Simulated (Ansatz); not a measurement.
Input, command and steps of an Ansatz relaxation.

```yaml
crystal:
  lattice:
    - [3.3562700275, 0.0, 0.0]
    - [-1.6781350137, 2.9066151058, 0.0]
    - [0.0, 0.0, 5.2954349334]
  atoms:
    - { symbol: Nb, position: [0.3333333333, 0.6666666667, 0.3059769313] }
    - { symbol: Nb, position: [0.6666666667, 0.3333333333, 0.6940230687] }
    - { symbol: Si, position: [0.0, 0.0, 0.0] }
basis:
  ecutwfc: 420
kpoints:
  mp_grid: { grid: [12, 12, 8] }
hamiltonian:
  xc: pbesol
scf:
  occupations: { method: gaussian, width: 0.1 }
output:
  forces: true
  stress: true
  eigenvalues: true
relax:
  adjacent_minimum: "off"
  f_tol: 0.01
  max_steps: 60
  cell: { stress_tol: 0.1 }
```

```bash
ansatz run input.yaml --threads 1 --pin off --max-ram 2560MiB --backend cpu --events-out ev --progress --plain --runs-dir out
```

Method: DFT PBEsol, scalar-relativistic, plane waves, PAW (Ansatz 0.2.0).

Of 6 frames 5 are shown, positions in Å and forces in eV/Å; the SCF threshold varies from step to step. Steps run on the plane waves of an earlier cell, with a Pulay correction in the pressure. The basis is chosen afresh for the last frame, the zero of the energies, and at times for earlier ones too; energy and pressure step there, also at an unchanged geometry. The mark taken_back stands on steps that the optimiser undid.

```xyz
3
Lattice="3.3563 0.0000 0.0000 -1.6781 2.9066 0.0000 0.0000 0.0000 5.2954" Properties=species:S:1:pos:R:3:forces:R:3 pbc="T T T" step=1 free_energy_over_end_meV_per_atom=0.65 pressure_GPa=0.22
Nb    0.0000    1.9377    1.6203    0.0000    0.0000   -0.0737
Nb    1.6781    0.9689    3.6752    0.0000    0.0000    0.0737
Si    0.0000    0.0000    0.0000    0.0000    0.0000    0.0000
3
Lattice="3.3363 0.0000 0.0000 -1.6682 2.8893 0.0000 0.0000 0.0000 5.3708" Properties=species:S:1:pos:R:3:forces:R:3 pbc="T T T" step=2 free_energy_over_end_meV_per_atom=1.39 pressure_GPa=-0.27 taken_back
Nb    0.0000    1.9262    1.6322    0.0000    0.0000    0.2267
Nb    1.6682    0.9631    3.7387    0.0000    0.0000   -0.2267
Si    0.0000    0.0000    0.0000    0.0000    0.0000    0.0000
3
Lattice="3.3458 0.0000 0.0000 -1.6729 2.8975 0.0000 0.0000 0.0000 5.3301" Properties=species:S:1:pos:R:3:forces:R:3 pbc="T T T" step=3 free_energy_over_end_meV_per_atom=0.05 pressure_GPa=0.08
Nb    0.0000    1.9317    1.6281    0.0000    0.0000    0.0335
Nb    1.6729    0.9658    3.7019    0.0000    0.0000   -0.0335
Si    0.0000    0.0000    0.0000    0.0000    0.0000    0.0000
3
Lattice="3.3457 0.0000 0.0000 -1.6729 2.8975 0.0000 0.0000 0.0000 5.3351" Properties=species:S:1:pos:R:3:forces:R:3 pbc="T T T" step=4 free_energy_over_end_meV_per_atom=0.02 pressure_GPa=-0.10
Nb    0.0000    1.9316    1.6311    0.0000    0.0000    0.0162
Nb    1.6729    0.9658    3.7041    0.0000    0.0000   -0.0162
Si    0.0000    0.0000    0.0000    0.0000    0.0000    0.0000
3
Lattice="3.3428 0.0000 0.0000 -1.6714 2.8950 0.0000 0.0000 0.0000 5.3400" Properties=species:S:1:pos:R:3:forces:R:3 pbc="T T T" step=6 free_energy_over_end_meV_per_atom=0.00 pressure_GPa=0.00
Nb    0.0000    1.9300    1.6343    0.0000    0.0000    0.0005
Nb    1.6714    0.9650    3.7057    0.0000    0.0000   -0.0005
Si    0.0000    0.0000    0.0000    0.0000    0.0000    0.0000
```

The run took 31 s on 1 thread of Arm Neoverse V2 (shared host), peak memory 0.4 GiB.